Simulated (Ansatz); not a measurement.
**PbS: strong compression**

The task here is to estimate one member of a computed series from the others.

Computed with Ansatz 0.2.0 (DFT, PBEsol, PAW with Ansatz's default frozen-core files, scalar-relativistic, unless a step's input says otherwise).

**The system as given**

The structure is cubic, space group Fm-3m (No. 225). The conventional cell has a = 5.387 Å, b = 5.387 Å, c = 5.387 Å, α = 90.00°, β = 90.00°, γ = 90.00°. Pb (site symmetry m-3m) is surrounded by 6 S at 2.69 Å. S (site symmetry m-3m) is surrounded by 6 Pb at 2.69 Å.

Coordinates:

```
CELL_PARAMETERS angstrom
0.00000 2.69344 2.69344
2.69344 0.00000 2.69344
2.69344 2.69344 0.00000
ATOMIC_POSITIONS crystal
Pb 0.00000 0.00000 0.00000
S 0.50000 0.50000 0.50000
```

Whether this phase is the stable one at these pressures isn't tested.

Atoms are numbered in the order of the input: Pb1, S2.

The first run:

Input file input.yaml:

```yaml
crystal:
  lattice:
    - [0.0, 2.6934405028, 2.6934405028]
    - [2.6934405028, 0.0, 2.6934405028]
    - [2.6934405028, 2.6934405028, 0.0]
  atoms:
    - { symbol: Pb, position: [0.0, 0.0, 0.0] }
    - { symbol: S, position: [0.5, 0.5, 0.5] }
kpoints:
  mp_grid: { grid: [14, 14, 14] }
scf:
  occupations: { method: fermi_dirac, width: 0.1 }
hamiltonian:
  xc: pbesol
  pseudopotentials: { kind: paw }
output:
  forces: true
  stress: true
relax:
  f_tol: 0.005
  max_steps: 40
  cell: {}
```

On the command line:

```console
$ ansatz run input.yaml --threads 1 --pin off --max-ram 2048MiB --backend cpu --events-out ev --progress --plain --runs-dir out
```

Among the steps run: Cell relaxed at zero pressure, PAW; Volume scaled by 1, PAW; Volume scaled by 0.94, PAW; Volume scaled by 0.88, PAW; Volume scaled by 0.8, PAW; Volume scaled by 0.72, PAW; Volume scaled by 0.64, PAW; Volume scaled by 0.55, PAW; Volume scaled by 0.55, PAW (cutoff 600 eV).

One table of the session follows, with a row left open; its other results are not shown here.

```
             method  volume over the first  volume (Å³/atom)  pressure (GPa)
                PAW                      1            25.706            0.00
                PAW                   0.94            24.163            4.23
                PAW                   0.88            22.621           10.05
                PAW                    0.8            20.565           21.35
                PAW                   0.72            18.508           38.88
                PAW                   0.64                 ?               ?
                PAW                   0.55            14.138          121.41
PAW (cutoff 600 eV)                   0.55            14.138          121.39
```

Estimate the missing values for PAW, 0.64.

**Answer.** volume (Å³/atom): 16.452; pressure (GPa): 66.91. In the column «volume (Å³/atom)» it lies between PAW (cutoff 600 eV), 0.55 (14.138) and PAW, 0.72 (18.508).
